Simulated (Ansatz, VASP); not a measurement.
La: VASP beside Ansatz

File INCAR:

```
ALGO = Normal ; EDIFF = 1E-7
ENCUT = 520 ; GGA = CA
ISIF = 2 ; ISMEAR = -1
LASPH = True ; LCHARG = False
LREAL = False ; LWAVE = False
NBANDS = 18 ; NELM = 100
PREC = Accurate ; SIGMA = 0.1
```

KPOINTS

```
k-points
0
Gamma
  12 12 6
```

File POSCAR:

```
La
1.0
    3.5904122733      0.0000000000      0.0000000000
   -1.7952061366      3.1093882387      0.0000000000
    0.0000000000      0.0000000000      5.8656448401
La
2
Direct
    0.3333333333      0.6666666667      0.2500000000
    0.6666666667      0.3333333333      0.7500000000
```

Input for Ansatz:

```yaml
crystal:
  lattice:
    - [3.59041227326, 0.0, 0.0]
    - [-1.79520613663, 3.1093882387, 0.0]
    - [0.0, 0.0, 5.8656448401]
  atoms:
    - { symbol: La, position: [0.333333333333, 0.666666666667, 0.25] }
    - { symbol: La, position: [0.666666666667, 0.333333333333, 0.75] }
kpoints:
  mp_grid: { grid: [12, 12, 6] }
scf:
  occupations: { method: fermi_dirac, width: 0.1 }
hamiltonian:
  xc: lda
  pseudopotentials: { kind: paw }
output:
  forces: true
  stress: true
  eigenvalues: true
  eigenstates:
    nscf_kmesh: { grid: [16, 16, 12] }
    de_dk: true
    e_range: [-14, 14]
  optics:
    e_range: [0, 25]
    de: 0.2
    sigma: 0.1
    bands: { spectra_wanted_up_to: 25 }
    nscf_kmesh: { grid: [16, 16, 12] }
    drude_damping: 0.03
checkpoint:
  write: ck
  write_wavefunctions: false
```

Alike in both runs: task single point; functional LDA; k mesh 12 × 12 × 6; occupations fermi-dirac, width 0.1 eV; no spin polarisation.

|  | VASP | Ansatz |
| --- | --- | --- |
| version | VASP 6.6.1 | Ansatz 0.2.0 |
| potentials or method | VASP PAW LDA potentials, release 64 (La) | PAW with Ansatz's default frozen-core files, scalar-relativistic |
| plane-wave cutoff (eV) | 520 | 420 |
| valence electrons in the cell | 22 | 22 |

Ansatz gave:

| Quantity | Value |
| --- | --- |
| pressure (GPa) | 0.0 |

Task: Which values does VASP return?

Result: Pressure (GPa): -0.1.

Ansatz warned: «optics_on_partly_filled_bands».

The runs have no spin-orbit coupling, so splittings on La are missing.
